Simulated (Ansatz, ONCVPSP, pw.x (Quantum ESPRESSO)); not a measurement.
# P (Z = 15): does the ONCV potential hold in the solid?

ONCVPSP 4.0.1 input, shortened (lines: element, Z, core and valence counts, functional; n l f; lmax; l rc ep ncon nbas qcut; lloc lpopt rc5 dvloc0; l nproj debl; icmod fcfact rcfact), PBE, scalar-relativistic:

```
  P 15.00    3    2        4      upf
    1    0    2.00
    2    0    2.00
    2    1    6.00
    3    0    2.00
    3    1    2.50
    2
    0    1.30    0.00    3    7    5.60
    1    1.50    0.00    3    6    5.80
    2    1.65    0.11    5    8    6.20
    4    5    1.20    0.00
    0    2    2.80
    1    2    1.70
    2    2    1.50
    3    3.75    1.55
```

Atomic tests: cutoffs needed: 11 Ha and 14 Ha (the cutoffs (Ha) at which the residual kinetic energy of the hardest occupied pseudo-wave falls to 1 and 0.1 mHa per electron); ghost test: no bound ghost flagged; GHOST(+) flagged for s at 131.2 eV; largest excitation error: +3.5 meV (all-electron minus pseudo) for 3s2 3p1, out of 4 test configurations.

Crystal test: sc P in pw.x 7.5, no spin, 13³ k-points, Fermi–Dirac smearing 0.01 Ry, cutoffs 50/200 Ry. The reference is all-electron LAPW (Ansatz 0.2.0) with the same functional, mesh and smearing; V0 and B0 come from Birch–Murnaghan fits to the pressures at five volumes. Errors are pseudo minus all-electron; Δ is the rms difference of the E(V) curves that follow from these fits, minima aligned, over ±6 % about the mean V0. Mesh and smearing are coarse, so the numbers serve the comparison and aren't converged zero-temperature values; the lattice is a test structure that the element need not adopt.

All-electron: a0 = 2.447 Å (V0 = 14.66 Å³/atom), B0 = 113.3 GPa.

Question: How far does the potential miss the all-electron equation of state?

Answer: mean pressure error (GPa): -0.73; a0 (Å): 2.442; a0 error (%): -0.21; B0 error (%): +1.2; Δ (meV/atom): 2.3.

| V (Å³/atom) | P all-electron (GPa) | P pseudo (GPa) |
| --- | --- | --- |
| 13.890 | 7.01 | 6.15 |
| 14.255 | 3.42 | 2.63 |
| 14.621 | 0.27 | -0.45 |
| 14.987 | -2.41 | -3.07 |
| 15.352 | -4.62 | -5.23 |

Question: At the middle volume, how do free energy and pressure move when the wave cutoff is lowered (ecutrho kept at four times it)?

Answer:

| cutoff (Ry) | shift of F (meV/atom) | shift of P (GPa) |
| --- | --- | --- |
| 22 | +69.3 | -2.08 |
| 30 | +9.7 | -0.22 |
| 40 | +1.0 | -0.07 |

Input at the middle volume:

```
&control
  calculation='scf', prefix='x', pseudo_dir='./', outdir='./tmp', tstress=.true., disk_io='low'
/
&system
  ibrav=0, nat=1, ntyp=1, ecutwfc=50, ecutrho=200, nbnd=9,
  occupations='smearing', smearing='fd', degauss=0.01
/
&electrons
  conv_thr=1e-09, mixing_beta=0.4, electron_maxstep=70
/
ATOMIC_SPECIES
P 1.0 P.UPF
CELL_PARAMETERS angstrom
  2.44526365 0.00000000 0.00000000
  0.00000000 2.44526365 0.00000000
  0.00000000 0.00000000 2.44526365
ATOMIC_POSITIONS crystal
P 0.0000 0.0000 0.0000
K_POINTS automatic
13 13 13 0 0 0
```

```bash
pw.x < P.scf.in > P.scf.out
```

Lines of the output:

```
Message from routine setup:
     using ibrav=0 with symmetry is DISCOURAGED, use correct ibrav instead
     lattice parameter (alat)  =       4.6209  a.u.
     unit-cell volume          =      98.6674 (a.u.)^3
     number of electrons       =         5.00
     number of Kohn-Sham states=            9
     kinetic-energy cutoff     =      50.0000  Ry
     charge density cutoff     =     200.0000  Ry
     scf convergence threshold =      1.0E-09
     Exchange-correlation= PBE
     number of k points=    84  Fermi-Dirac smearing, width (Ry)=  0.0100
     iteration #  1     ecut=    50.00 Ry     beta= 0.40
     total energy              =     -14.43721986 Ry
     estimated scf accuracy    <       0.01240570 Ry
     iteration #  2     ecut=    50.00 Ry     beta= 0.40
     total energy              =     -14.43643030 Ry
     estimated scf accuracy    <       0.00358603 Ry
     iteration #  3     ecut=    50.00 Ry     beta= 0.40
     total energy              =     -14.43670406 Ry
     estimated scf accuracy    <       0.00006289 Ry
     iteration #  4     ecut=    50.00 Ry     beta= 0.40
     total energy              =     -14.43671196 Ry
     estimated scf accuracy    <       0.00000042 Ry
     iteration #  5     ecut=    50.00 Ry     beta= 0.40
     total energy              =     -14.43671214 Ry
     estimated scf accuracy    <          5.0E-09 Ry
     iteration #  6     ecut=    50.00 Ry     beta= 0.40
     the Fermi energy is    11.0277 ev
!    total energy              =     -14.43671214 Ry
     estimated scf accuracy    <          4.0E-10 Ry
     smearing contrib. (-TS)   =      -0.00128672 Ry
     The total energy is F=E-TS. E is the sum of the following terms:
     one-electron contribution =       5.40399290 Ry
     hartree contribution      =       0.42251372 Ry
     xc contribution           =      -4.91150988 Ry
     ewald contribution        =     -15.35042215 Ry
     convergence has been achieved in   6 iterations
          total   stress  (Ry/bohr**3)                   (kbar)     P=       -4.55
```

The run at the middle volume (84 k-points, 6 iterations) took about 4.9 s on one core of a shared host (Intel(R) Xeon(R) CPU @ 2.60GHz, 96 threads, 756 GiB, load 13).
